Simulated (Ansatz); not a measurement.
# Au (P6_3/mmc) in Ansatz: further runs

Aim: see how the results for Au move with the level of theory and the settings. Levels: B3LYP, HSE06. Tasks: single point, relaxation of cell and atoms.

Program: Ansatz 0.2.0. These are calculated values, not measurements. Logs are shortened: lines on timing, memory, paths and dates and some standing lists are left out, and cuts for length are marked.

## Step 1: The structure

The structure is hexagonal, space group P6_3/mmc (No. 194). Conventional cell: a = 2.900 Å, b = 2.900 Å, c = 4.880 Å, α = 90.00°, β = 90.00°, γ = 120.00°. Au (site symmetry -6m2) is surrounded by 12 Au at 2.90 to 2.96 Å.

This isn't the form of Au at room conditions, which is fcc.

## Step 2: Single point, B3LYP

File input:

```
crystal:
  lattice:
    - [2.9, 0.0, 0.0]
    - [-1.45, 2.511473671, 0.0]
    - [0.0, 0.0, 4.88]
  atoms:
    - { symbol: Au, position: [0.6666666667, 0.3333333333, 0.25] }
    - { symbol: Au, position: [0.3333333333, 0.6666666667, 0.75] }
hamiltonian:
  xc: b3lyp
  pseudopotentials: { kind: paw }
kpoints:
  mp_grid: { grid: [6, 6, 3] }
scf:
  occupations: { method: fermi_dirac, width: 0.05 }
output:
  forces: true
  stress: true
  eigenvalues: true
```

Potentials or basis: Ansatz PAW.

Output:

```text
Warning: output.stress: scf.convergence.dr2_threshold = 1e-7 eV (the SCF's general default) is looser than the 2e-10 eV advised for a printed stress (1e-10 eV for each atom of the cell: 2). What an SCF threshold leaves in a stress goes as its square root, and in the free energy as the threshold itself, and one threshold admits the most on a small cell: of the crystals measured, under no hybrid functional and no lock of the moments, on runs that ended without the residual-converged pass, on stresses that held no estimate of that error, the worst erred by over 100 MPa in a component at 1e-7 eV an atom and by under 5 at 1e-10. Set scf.convergence.dr2_threshold to 2e-10 eV or tighter. The threshold is an SCF's pass mark: one that does not reach it within its budget of iterations ends unconverged, or closes short of it on a stop that the run arms, and scf.convergence.dr2_threshold's page says what that costs each kind of run
Warning: output.stress: scf.exx.energy_threshold = 1e-6 eV is looser than the 2e-8 eV advised for a stress under a hybrid functional (1e-8 eV for each atom of the cell: 2). Every SCF of the exchange loop can meet its threshold on dr2 while the loop round them stops early: no threshold on dr2 bounds what that leaves in the stress. Set scf.exx.energy_threshold to 2e-8 eV or tighter. The threshold is the loop's pass mark: a loop that does not reach it within its budget of cycles ends unconverged, and scf.exx.energy_threshold's page has the law
GPUs: using 1 of 1 available (devices: 1).
Engine: ansatz 0.2.0, x86_64-unknown-linux-gnu
Pseudopotentials: kind: paw
Pseudopotential: Au, paw, valence charge 19, recommended cutoff 420 eV (normal), Au.paw.azcp
Functional definition: B3LYP
  parameter a0 = 0.2
  parameter ax = 0.72
  parameter ac = 0.81
  exchange = (1 - a0 - ax)*slater_x + ax*b88_x + a0*exact_x
  correlation = (1 - ac)*vwn_rpa_c + ac*lyp_c
device memory: the entry about to start is reckoned to put 0.5 GiB on a device that reports 41.7 GiB free (of which the cap on the GPU budget leaves the run 18.0 GiB)
GPU FFT provider: cuFFT
GPU libraries: cuBLAS 13.8.2, cuFFT 12.4.0, cuSOLVER 12.3.4
Crystal: 2 atoms, lattice volume = 35.542 Å³
Basis set: ecut = 420 eV, 701 PW (Γ), exchange–correlation on 40×40×72 points (8 copies of the dense FFT grid, shifted against one another)
Bands: 23, of which v1, the nominal top of the filled ones, is band 19 counted from 1 (18 counted from 0)
Symmetry: 24 space group operations
Space group: P63/mmc (ITA 194), of the structure as read, at distance tolerance 3.3e-5 Å
k-points: 14 of 108
Non-local potential: Au, projectors of the file, l = 0: 3, l = 1: 2, l = 2: 2, l = 3: 1
PAW form: soft (Blöchl's): semilocal exchange-correlation on the pseudo side does not see the compensation charge
PAW frozen core: Au, regenerated for the run's functional, and the local potential with it (the file was generated under x = pbe(κ = 0.804, μ = 0.2195149727645171), c = pbe(β = 0.06672455060314922))
PAW one-centre angular grid: Au, 590 points (default); XC on 64 Gauss nodes
Initial density: superposition of atomic densities (neutral atoms: chi_scale 0, normalization atom), corrected by the library's trained network
Initial wavefunctions: pseudopotential atomic-orbital guess
GPU buffer pool allocated for 14400 grid points (all kernels)
GPU transforms: local potential and band sums: pruned to the plane-wave sphere, on 20×20×36
[... 42 lines left out ...]
preconditioner: auto → none  [insulator: Δε(μ)=0.663 eV  Ē_g=12.656 eV  σ=0.050 eV  W_gap=1.00  n_scr=10 (ndim 8)  ℏωp=29.2 eV  f_vac=0.000  D(μ)=0.02/eV (n_scr^D=0)]
SCF iter   2: F=—  HF=-26327.254033 eV  |F-HF|=—  |Δ(HF+E_count)|=   1.19e-6  Δρ=2.36e-5  dr2=3.98e-6  ethr=9.91e-9  ⟨swp⟩=3.0  Hψ=733  notcnv=0
SCF iter   3: F=—  HF=-26327.254153 eV  |F-HF|=—  |Δ(HF+E_count)|=   1.20e-4  Δρ=2.46e-5  dr2=1.76e-7  ethr=6.95e-11  ⟨swp⟩=4.3  Hψ=1133  notcnv=0
SCF iter   4: F=—  HF=-26327.254153 eV  |F-HF|=—  |Δ(HF+E_count)|=   6.18e-8  Δρ=2.00e-6  dr2=1.36e-8  ethr=6.95e-11  ⟨swp⟩=3.4  Hψ=868  notcnv=0
SCF iter   5: F=-26327.254153 eV  HF=-26327.254153 eV  |F-HF|=7.17e-10  |Δ(HF+E_count)|=   1.61e-7  Δρ=2.11e-6  dr2=1.11e-9  ethr=1.55e-12 (applied; sched 1.50e-12)  ⟨swp⟩=4.2  Hψ=1013  notcnv=0
SCF 3 converged in 5 iterations: F = -26327.254153 eV  dr2 = 1.11e-9
  Residual-converged pass: ⟨swp⟩=2.0  Hψ=361  notcnv=0  max |occ|·‖R‖ = 2.4e-6 eV (tolerance 2.4e-6 eV)  dr2=1.12e-9  dr2_onsite=1.19e-10  max |Δocc| = 1.0e-15
hybrid outer 2: dexx = +4.483e-7 eV, tail = 1.18e-8 eV, Δε = 1.46e-3 eV (about 3.26e-5 eV left of the loop's levels)
hybrid SCF converged: 2 outer / 13 inner (+6 warm-up), last move |dexx| = 4.48e-7 eV, tail = 1.18e-8 eV
Stability not checked: this state was not tested for a lower state beside it, because the functional holds exact exchange (a hybrid, or Hartree-Fock), whose exchange loop this test does not read (fock_operator; see scf.lower_state_search)
Free energy (F): -26327.254153 eV
Frozen-core exchange: fock
Harris-Foulkes:  -26327.254153 eV  (|F-HF|=7.17e-10)
Internal energy: -26327.253819 eV  (E = F + TS)
E sigma→0 (E₀):  -26327.253986 eV
Entropy (-TS):   -0.000334 eV (-0.167 meV/atom)
Fermi energy:    19.604514 eV
--- Per-component energies (eV) ---
  E_band       = -522.241512
  E_kinetic    = 1213.345040
  E_local      = -3546.780724  (includes V_loc(G=0)·N_el)
  E_nonlocal   = 149.406106
  E_hartree    = 1510.870955
  E_xc         = -371.046794
  E_vxc        = -445.365313  (∫ρ·V_xc dr)
  E_exx        = -126.243404  (= α·E_x^exact, valence–valence)
  E_paw        = -19401.508408  (= ΣΔE_a)
  E_vpaw       = -662.103220  (= ΣTr[D̂ρ^β])
  E_aug_tail   = 0.002647  (compensation charges beyond the density's cutoff)
  E_ewald      = -5752.522283
  E_core_change = -2.776954  (= ΣΔE_core)
  E_smearing   = -0.000334  (= −TS)
  E_closure    = 0.000000  (closes the sum)
  Σ components = -26327.254153   (vs F -26327.254153, Δ=0.00e0)
--- Forces (eV/Å), atoms counted from 1 ---
  atom   1  Au    -0.00000000    -0.00000000     0.00000000
  atom   2  Au     0.00000000     0.00000000    -0.00000000
  max |Σ_I F_I| component: 9.25e-18 eV/Å
--- Stress (GPa, compression-positive) ---
        7.113094       0.000000       0.000000
       -0.000000       7.113094       0.000000
        0.000000       0.000000      15.660140
  P = ⅓ Tr σ = 9.9621 GPa (99.621 kbar)
--- Band table (eV; the first three rows and the last of 14) ---
  k-point 0: bands = ["-89.7291", "-89.7209", "-40.1960", "-40.0891", "-40.0891", "-40.0581", "-40.0581", "-40.0003", "9.1490", "11.3658", "13.7198", "13.9665", "13.9665", "14.2628", "14.2628", "14.9798", "14.9798", "16.3863", "16.3863", "18.6130", "22.6912", "35.4654", "36.4796"]
  k-point 1: bands = ["-89.7269", "-89.7227", "-40.1459", "-40.0808", "-40.0808", "-40.0653", "-40.0653", "-40.0497", "10.0507", "11.3063", "13.6305", "13.8801", "13.8801", "14.0599", "14.0599", "15.0838", "15.5006", "15.5006", "16.1726", "16.1726", "27.7513", "33.8495", "35.9772"]
  k-point 2: bands = ["-89.7264", "-89.7194", "-40.1807", "-40.1354", "-40.1054", "-40.1036", "-40.0687", "-40.0070", "10.0568", "11.9920", "13.4620", "13.9668", "14.2457", "14.4100", "14.5520", "14.6861", "14.8089", "15.1220", "16.4801", "21.4958", "22.7283", "33.4865", "36.1073"]
  k-point 13: bands = ["-89.7158", "-89.7158", "-40.2219", "-40.2219", "-40.2208", "-40.1949", "-40.0631", "-40.0631", "12.8062", "12.8062", "12.9508", "13.6113", "14.0557", "14.0557", "14.7826", "15.2816", "16.4052", "16.4052", "23.5534", "23.5534", "25.6326", "26.4500", "26.4500"]
```

Wall time 7.7 s (1 × NVIDIA H100 80GB HBM3 with 2 threads of AMD EPYC 7R13 (Zen 3), shared host); peak memory 1.7 GiB.

Results:

- Free energy: -26327.2542 eV
- Pressure: 10.0 GPa
- Band gap on the k mesh: none (metal or under the smearing width)

Stress tensor (GPa, compression positive):
```
 7.11  0.00  0.00
 0.00  7.11  0.00
 0.00  0.00 15.66
```

Levels at points of the mesh, in eV from the Fermi level:
```
            k point  band 17  band 18  band 19  band 20  band 21  band 22
 (0.00, 0.00, 0.00)    -4.62    -3.22    -3.22    -0.99     3.09    15.86
(0.00, -0.50, 0.00)    -2.88    -2.70     0.61     1.95     6.55     8.12
```

Caveat: the k mesh is coarse (spacing up to 0.43 Å⁻¹), so the values aren't converged, least of all with exact exchange; the PAW data sets come from PBE, with cores solved anew for the run's functional, which leaves a small shift of forces and pressure; the thresholds are loose for stress. Spin-orbit coupling is left out, which matters for the levels of Au.

## Step 3: Relaxation of cell and atoms, B3LYP

Edit input of step 2 so:

```diff
@@ -19 +19,5 @@
   eigenvalues: true
+relax:
+  f_tol: 0.01
+  max_steps: 40
+  cell: { stress_tol: 0.05 }
```

Potentials or basis: Ansatz PAW.

It took 30 s on 1 × NVIDIA H100 80GB HBM3 with 2 threads of AMD EPYC 7R13 (Zen 3), shared host; peak memory 1.8 GiB.

It converged, with:

```
Free energy                            : -26327.3845 eV
Relaxed volume                         : 19.30 Å³/atom
Relaxed cell                           : a = 2.901 Å, b = 2.901 Å, c = 5.296 Å, α = 90.00°, β = 90.00°, γ = 120.00°
Space group after relaxing (to 0.05 Å) : P6_3/mmc (No. 194)
Energy gained by relaxing              : 65.2 meV/atom
Ionic steps                            : 6
Pressure after relaxing                : 0.0 GPa
Band gap on the k mesh                 : none (metal or under the smearing width)
```

Step by step:
```
step  energy change (eV)  largest force (eV/Å)  volume (Å³)
   1              0.0000                0.0000        35.54
   2             -0.1039                0.0000        38.71
   3             -0.1205                0.0000        38.55
   4             -0.1282                0.0000        38.44
   5             -0.1283                0.0000        38.59
   6             -0.1303                0.0000        38.59
```

Final structure:
```yaml
crystal:
  lattice:
    - [2.90071, 0.00000, 0.00000]
    - [-1.45036, 2.51209, 0.00000]
    - [0.00000, 0.00000, 5.29595]
  atoms:
    - { symbol: Au, position: [0.66667, 0.33333, 0.25000] }
    - { symbol: Au, position: [0.33333, 0.66667, 0.75000] }
```

Levels at points of the mesh, in eV from the Fermi level:
| k point | band 17 | band 18 | band 19 | band 20 | band 21 | band 22 |
| --- | --- | --- | --- | --- | --- | --- |
| (0.00, 0.00, 0.00) | -4.29 | -3.40 | -3.40 | -1.28 | 1.43 | 14.79 |
| (0.00, -0.50, 0.00) | -2.81 | -2.71 | 0.68 | 1.95 | 5.62 | 6.98 |

Caveat: the k mesh is coarse (spacing up to 0.43 Å⁻¹), so the values aren't converged, least of all with exact exchange; the plane-wave basis is chosen anew once the cell has moved, so the energies of steps on either side of that aren't comparable; the PAW data sets come from PBE, with cores solved anew for the run's functional, which leaves a small shift of forces and pressure.

## Step 4: Relaxation of cell and atoms, HSE06

Edit input of step 3 so:

```diff
@@ -9,3 +9,3 @@
 hamiltonian:
-  xc: b3lyp
+  xc: hse06
   pseudopotentials: { kind: paw }
@@ -19,2 +19,6 @@
   eigenvalues: true
+  write_density: true
+  write_potential: true
+  elf: true
+  volumetric_format: npy
 relax:
```

Run time: 31 s. Hardware: 1 × NVIDIA H100 80GB HBM3 with 2 threads of AMD EPYC 7R13 (Zen 3), shared host; peak memory 1.8 GiB.

Results (log left out):

```
Free energy                            : -26304.3519 eV
Relaxed volume                         : 17.87 Å³/atom
Relaxed cell                           : a = 2.845 Å, b = 2.845 Å, c = 5.099 Å, α = 90.00°, β = 90.00°, γ = 120.00°
Space group after relaxing (to 0.05 Å) : P6_3/mmc (No. 194)
Energy gained by relaxing              : 18.7 meV/atom
Ionic steps                            : 5
Pressure after relaxing                : 0.0 GPa
Band gap on the k mesh                 : none (metal or under the smearing width)
```

The path:
```csv
step,energy change (eV),largest force (eV/Å),volume (Å³)
1,0.0000,0.0000,35.54
2,-0.0370,0.0000,35.86
3,-0.0372,0.0000,35.62
4,-0.0373,0.0000,35.75
5,-0.0374,0.0000,35.75
```

Final structure:
```
Au
1.0
     2.84514    0.00000    0.00000
    -1.42257    2.46397    0.00000
     0.00000    0.00000    5.09912
Au
2
Direct
  0.66667 0.33333 0.25000
  0.33333 0.66667 0.75000
```

Levels at points of the mesh, in eV from the Fermi level:
| k point | band 15 | band 16 | band 17 | band 18 | band 19 | band 20 | band 21 | band 22 | band 23 |
| --- | --- | --- | --- | --- | --- | --- | --- | --- | --- |
| (0.00, 0.00, 0.00) | -5.39 | -4.29 | -4.29 | -3.19 | -3.19 | -1.51 | 1.98 | 15.20 | 15.67 |
| (0.00, -0.50, 0.00) | -4.22 | -3.15 | -2.55 | -2.44 | 0.41 | 1.98 | 5.94 | 7.40 | 7.76 |

Caveat: the k mesh is coarse (spacing up to 0.43 Å⁻¹), so the values aren't converged, least of all with exact exchange; the plane-wave basis is chosen anew once the cell has moved, so the energies of steps on either side of that aren't comparable; the PAW data sets come from PBE, with cores solved anew for the run's functional, which leaves a small shift of forces and pressure.

## Step 5: Overview

```csv
task,level,cell,gap on the mesh (eV),pressure (GPa),relaxed volume (Å³/atom)
single point,B3LYP,as given,none,10.0,-
relaxation of cell and atoms,B3LYP,relaxed,none,0.0,19.30
relaxation of cell and atoms,HSE06,relaxed,none,0.0,17.87
```

Alike in all rows: potentials or basis Ansatz PAW; no spin polarisation; k mesh 6 × 6 × 3; cutoff (eV) 420; smearing fermi-dirac 0.05 eV; the mesh is coarse, so values aren't converged.

Caveats: all runs use coarse meshes; the PAW data sets come from PBE, with cores solved anew for the run's functional, which leaves a small shift of forces and pressure; the plane-wave basis is chosen anew once the cell has moved, so the energies of steps on either side of that aren't comparable (some runs); the thresholds are loose for stress (some runs).

Absolute energies hang on the potentials; compare differences alone.
